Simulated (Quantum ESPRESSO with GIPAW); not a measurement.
# 77Se shielding of ZnSe (Stilleite) under strain

GIPAW runs (PBEsol, plane-wave PAW from pslibrary 1.0.0 recipes, cutoffs 65 and 390 Ry, one 11×11×11 mesh for all shielding runs; Quantum ESPRESSO with GIPAW, a patched development version; no spin-orbit coupling, no macroscopic shape term) on ZnSe (Stilleite), space group F-43m before straining. The cell below is strained along the z axis of the cell given, with the other two held, and the atoms were let relax in pw.x at each strain but kept their fractional coordinates.

```
CELL_PARAMETERS angstrom
0.00000 2.83380 2.83380
2.83380 0.00000 2.83380
2.83380 2.83380 0.00000
ATOMIC_POSITIONS crystal
Se 0.25000 0.25000 0.25000
Zn 0.00000 0.00000 0.00000
```

The cell is an entry of the Crystallography Open Database.

The bonds are those of Se (atom 1; bound to Zn4). One row is withheld.

| strain (%) | mean bond (Å) | σ_iso Se (ppm) | σ_iso Zn (ppm) | span Se (ppm) |
| --- | --- | --- | --- | --- |
| -1.5 | 2.4419 | ? | ? | ? |
| -1.125 | 2.4450 | 1666.03 | 1267.73 | 13.2 |
| -0.75 | 2.4480 | 1658.30 | 1272.87 | 8.8 |
| 0 | 2.4541 | 1642.18 | 1283.22 | 0.0 |
| +0.375 | 2.4572 | 1633.76 | 1288.44 | 4.4 |
| +0.75 | 2.4603 | 1625.09 | 1293.68 | 8.9 |
| +1.5 | 2.4665 | 1606.98 | 1304.21 | 17.9 |

**Task.** Fit σ_iso of Se against strain, judge whether a straight line is enough, and predict the withheld row at -1.5 %.

1. With n = 6: Σx = 0.750, Σy = 9832.34, Σx² = 4.7812, Σxy = 1123.939.

2. Slope b = (nΣxy − ΣxΣy)/(nΣx² − (Σx)²) = -22.42 ppm per %, intercept a = (Σy − bΣx)/n = 1641.53 ppm.

3. Residuals (run less line), in the order of the table: -0.72, -0.04, +0.65, +0.64, +0.38, -0.91 ppm. They bend in one sense; the largest is 1.5 % of the range of σ, so a line serves for most purposes and a parabola takes up the rest: σ = 1642.19 − 22.161 x − 0.871 x², with residuals of 0.02 ppm or less.

4. At -1.5 % (outside the fitted range) the line gives 1675.16 ppm and the parabola 1673.47 ppm.

5. The run gives:

| strain (%) | mean bond (Å) | σ_iso Se (ppm) | σ_iso Zn (ppm) | span Se (ppm) |
| --- | --- | --- | --- | --- |
| -1.5 | 2.4419 | 1673.55 | 1262.62 | 17.6 |

Prediction less run: the line misses by +1.61 ppm, the parabola by -0.08 ppm. By the parabola, a strain of +1 % changes σ of Se by -23.03 ppm and one of −1 % by +21.29 ppm; the mean slope is -22.42 ppm per %, or 27 ppm for 0.01 Å of mean bond length. The shift moves the opposite way, scaled by the slope of a reference line. Over the table σ of Zn goes from 1262.62 to 1304.21 ppm. Zero strain is the database's lattice, not this functional's rest cell, and neither cutoff nor mesh was tested for the slopes. The omitted shape term, common to all sites, changes with strain too. This build of gipaw.x prints that it is not audited and that its numbers are no references by themselves.

[Banner, clock, file and message-heading lines were taken out of the pw.x and gipaw.x logs.]

[Logs are printed without paths, hosts, clocks, repeated set-up lines and the standing remarks that a program may print on its own settings, such as how far it seeks lower states.]

[Hosts, paths, dates, database ids (printed as entryN), source tags and the programs' standing remarks are cut or masked in the printed files.]
